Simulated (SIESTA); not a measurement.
Pb:

```
Pb
1.0
     0.00000    2.47502    2.47502
     2.47502    0.00000    2.47502
     2.47502    2.47502    0.00000
Pb
1
Direct
  0.00000 0.00000 0.00000
```

Base run:

```yaml
Program: SIESTA 5.4.2
Functional: PBE
Potentials_or_basis: PseudoDojo 0.4 standard (PBE files)
Basis: SZ (energy shift 0.002 Ry)
Grid_cutoff: 500 Ry
Energy_shift: 0.002 Ry
k_mesh: 9 × 9 × 9
Occupations: fermi-dirac, width 0.05 eV
Spin: no spin polarisation
```

Its results: band gap on the k mesh none (metal or under the smearing width); pressure 6.4 GPa.

Task: After a change of settings the same cell gave: band gap on the k mesh none (metal or under the smearing width); pressure 2.7 GPa. Which change was it?
A. basis from SZ (energy shift 0.002 Ry) to TZDP (energy shift 0.002 Ry)
B. basis from SZ (energy shift 0.002 Ry) to SZ (energy shift 0.01 Ry); energy shift from 0.002 Ry to 0.01 Ry
C. functional from PBE to vdW-DF-cx; basis from SZ (energy shift 0.002 Ry) to DZP (energy shift 0.002 Ry)
D. functional from PBE to BLYP; basis from SZ (energy shift 0.002 Ry) to DZP (energy shift 0.002 Ry)

Result: A.

Caveats: spin-orbit coupling is left out, which moves the levels of the heavy elements; the basis of atomic orbitals isn't converged, which shifts pressures, moduli and gaps; the basis has no polarisation orbitals (some runs); semicore shells carry a single zeta, which can move pressures by several GPa and volumes by a few percent (some runs).
